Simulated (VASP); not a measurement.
Write the native input for VASP 6.6.1 that does the following.

```
Task                   : relaxation of cell and atoms
Functional             : PBE
Potentials or basis    : VASP PAW PBE potentials, release 64 (In_d, P)
Cutoff                 : 600 eV
k mesh                 : 4 × 4 × 4
Occupations            : gaussian, width 0.1 eV
Spin                   : no spin polarisation
Dipole correction      : no
Further INCAR settings : ALGO = Normal; EDIFF = 1e-06; IBRION = 2; EDIFFG = -0.04; NSW = 90; ISIF = 3
```

The structure of In3P4 lies in POSCAR:

```
In3P4
1.0
    5.0241017700      0.0000000000      0.0000000000
    0.0000000000      5.0241017700      0.0000000000
    0.0000000000      0.0000000000      5.0241017700
In P
3 4
Direct
    0.5000000000      0.5000000000      0.0000000000
    0.0000000000      0.5000000000      0.5000000000
    0.5000000000      0.0000000000      0.5000000000
    0.5000000000      0.5000000000      0.5000000000
    0.5000000000      0.0000000000      0.0000000000
    0.0000000000      0.5000000000      0.0000000000
    0.0000000000      0.0000000000      0.5000000000
```

The cell was built by a generator and needn't be a form met in nature.

The cell isn't the ideal one: species swapped into the W3N4 type (Pm-3m, No. 221).

The input as run:

INCAR

```
  ALGO = Normal
  EDIFF = 1E-6
  EDIFFG = -0.04
  ENCUT = 600
  GGA = PE
  IBRION = 2
  ISIF = 3
  ISMEAR = 0
  LASPH = True
  LCHARG = False
  LREAL = False
  LWAVE = False
  NELM = 100
  NSW = 90
  PREC = Accurate
  SIGMA = 0.1
```

KPOINTS

```
k-points
0
Gamma
  4 4 4
```

Potentials or basis: VASP PAW PBE potentials, release 64 (In_d, P).

Launch:

```console
$ cat potpaw_PBE.64/In_d/POTCAR potpaw_PBE.64/P/POTCAR > POTCAR
$ mpirun -np 1 vasp_std > vasp.out
```

Results of the run:

```json
{
  "Relaxed volume": "22.93 Å³/atom",
  "Relaxed cell": "a = 5.435 Å, b = 5.435 Å, c = 5.435 Å, α = 90.00°, β = 90.00°, γ = 90.00°",
  "Space group after relaxing (to 0.05 Å)": "Pm-3m (No. 221)",
  "Energy gained by relaxing": "312.6 meV/atom",
  "Ionic steps": "3",
  "Pressure after relaxing": "-0.1 GPa",
  "Band gap on the k mesh": "none (metal or under the smearing width)"
}
```

Caveat: the volume moved by over 15 % at a fixed basis, so the end points are rough.

Run time: 2.2 min on 1 thread of Intel(R) Xeon(R) Platinum 8259CL CPU @ 2.50GHz (Skylake/Cascade Lake), with other jobs on the host, peak memory 0.26 GiB.
